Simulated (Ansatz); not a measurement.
Reactions of `[CH3][Ge]([CH3])([CH3])[Cl]`.

Computed with Ansatz on PBE0-D4/def2-TZVP structures; ΔE is electronic, products minus reactants. CBS: MP2 limit from def2 TZ/QZ plus the TZ coupled-cluster correction, frozen cores. This one scheme is used for every species. Functionals use def2-TZVPP. def2 core potentials past Kr. For Br, Ge, Zr outer-core shells are correlated without core-valence functions, which leaves a few kJ/mol of doubt a bond. Scalar relativity is left out up to krypton. Each species was taken in one conformer, which may not be the lowest.

| reaction | MP2/CBS(def2) (kJ/mol) | PBE-D4 (kJ/mol) |
| --- | --- | --- |
| `[CH3][Ge]([CH3])([CH3])[Cl]` + `O[SiH](O)[SiH3]` → `CO[SiH](O)[SiH3]` + `[CH3][GeH]([CH3])[Cl]` | 105 | 90 |
| `[CH3][Ge]([CH3])([CH3])[Cl]` + `[CH3][Zr]([NH2])([OH])[OH]` → `C[O][Zr]([CH3])([NH2])[OH]` + `[CH3][GeH]([CH3])[Cl]` | 98 | 81 |
| `[CH3][Ge]([CH3])([CH3])[Cl]` + `CC(C)C` → `CCC(C)C` + `[CH3][GeH]([CH3])[Cl]` | 46 | 42 |
| `[CH3][Ge]([CH3])([CH3])[Cl]` + `OB(F)Br` → `COB(F)Br` + `[CH3][GeH]([CH3])[Cl]` | 101 | 88 |

Problem. Give the CCSD(T)/CBS values in the same order. (Estimate.)

Solution. The calculation gave: 96, 90, 43, 94 kJ/mol.

Largest T1 diagnostic: 0.016, for `[CH3][Zr]([NH2])([OH])[OH]`.
